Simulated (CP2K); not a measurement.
Runs of CP2K 2026.2 on WS2 (Tungstenite). Symmetry: P6_3/mmc, No. 194, hexagonal system. The conventional cell has a = 3.180 Å, b = 3.180 Å, c = 12.500 Å, α = 90.00°, β = 90.00°, γ = 120.00°. W (site symmetry -6m2) is surrounded by 6 S at 2.41 Å. S (site symmetry 3m) has 3 W at 2.41 Å as nearest neighbours. 

| task | level | potentials or basis | cell | smearing | EPS_DEFAULT | NGRIDS | points a segment of the path (NPOINTS) | bands added on the path | MPI ranks | gap on the mesh (eV) | pressure (GPa) | largest force (eV/Å) |
| --- | --- | --- | --- | --- | --- | --- | --- | --- | --- | --- | --- | --- |
| band structure | r2SCAN | POTENTIAL_UZH W GTH-SCAN-q14, S GTH-SCAN-q6; TZVP-MOLOPT-SCAN-GTH basis | as given | fermi-dirac 0.05 eV | 1.0E-10 | 5 | 8 | 4 | 3 | 1.27 | (b) | 0.23 |
| single point | PBEsol+rVV10 | POTENTIAL_UZH W GTH-PBE-q14, S GTH-PBE-q6; DZVP-MOLOPT-PBE-GTH basis | as given | fermi-dirac 0.05 eV | 1.0E-9 | 4 | - | - | - | 1.07 | -2.3 | 0.01 |
| band structure | PBE | POTENTIAL_UZH W GTH-PBE-q14, S GTH-PBE-q6; TZVP-MOLOPT-PBE-GTH basis | as given | fermi-dirac 0.01 eV | 1.0E-10 | 4 | 6 | 4 | - | 1.12 | 1.7 | 0.08 |
| band structure | PBE | POTENTIAL_UZH W GTH-PBE-q14, S GTH-PBE-q6; TZVP-MOLOPT-PBE-GTH basis | as given | fermi-dirac 0.1 eV | 1.0E-9 | 4 | 6 | 4 | 3 | 1.12 | 1.7 | 0.08 |
| band structure | LDA | GTH_POTENTIALS W GTH-PADE-q14, S GTH-PADE-q6; TZVP-MOLOPT-PBE-GTH basis | as given | fermi-dirac 0.1 eV | 1.0E-9 | 4 | 6 | 4 | 3 | 0.89 | -15.3 | 0.63 |
| single point | PBEsol+D3(BJ) | POTENTIAL_UZH W GTH-PBE-q14, S GTH-PBE-q6; DZVP-MOLOPT-PBE-GTH basis | as given | fermi-dirac 0.05 eV | 1.0E-9 | 4 | - | - | - | 1.08 | -5.3 | 0.01 |
| single point | PBEsol+D3(BJ)+ATM | POTENTIAL_UZH W GTH-PBE-q14, S GTH-PBE-q6; DZVP-MOLOPT-PBE-GTH basis | as given | fermi-dirac 0.05 eV | 1.0E-9 | 4 | - | - | - | 1.08 | -4.8 | 0.01 |
| band structure | TB-mBJ | POTENTIAL_UZH W GTH-PBE-q14, S GTH-PBE-q6; TZVP-MOLOPT-PBE-GTH basis | as given | fermi-dirac 0.05 eV | 1.0E-9 | 4 | 10 | 4 | 3 | 1.22 | - | - |
| single point | PBEsol | POTENTIAL_UZH W GTH-PBE-q14, S GTH-PBE-q6; DZVP-MOLOPT-PBE-GTH basis | as given | fermi-dirac 0.05 eV | 1.0E-9 | 4 | - | - | - | 1.08 | -1.9 | (a) |
| band structure | PBEsol | POTENTIAL_UZH W GTH-PBE-q14, S GTH-PBE-q6; TZVP-MOLOPT-PBE-GTH basis | as given | fermi-dirac 0.1 eV | 1.0E-9 | 5 | 8 | 6 | 3 | 1.07 | -2.2 | 0.07 |
| single point | LDA | GTH_POTENTIALS W GTH-PADE-q14, S GTH-PADE-q6; TZVP-MOLOPT-PBE-GTH basis | the cell as VASP's run set it | gaussian 0.02 eV | 1.0E-10 | 5 | - | - | - | 0.88 | -15.2 | 0.63 |
| band structure | TB-mBJ | POTENTIAL_UZH W GTH-PBE-q14, S GTH-PBE-q6; TZVP-MOLOPT-PBE-GTH basis | as given | fermi-dirac 0.1 eV | 1.0E-9 | 5 | 10 | 6 | - | 1.22 | - | - |

Alike in all rows: no spin polarisation; k mesh 10 × 10 × 3.

Fill in the values left out.

(a) 0.03; (b) -1.0.

Caveats: spin-orbit coupling is left out, which moves the levels of the heavy elements; the basis of atomic orbitals isn't converged, which shifts pressures, moduli and gaps; the potentials were made for another functional, which shifts forces and pressure (some runs); an odd mesh through Γ misses points on the zone boundary, where band edges often lie (some runs); this functional lacks dispersion, which binds the layers, so the pressure and a relaxed spacing across them are unreliable (some runs); so large a pressure means that the cell lies far from this level's equilibrium, or that cutoff or potentials fall short (some runs); this is a model potential without an energy functional, so only levels have meaning (some runs).

A k mesh can miss the band edges, and the runs leave out spin-orbit coupling on W.

Not every run made on this cell is shown here.
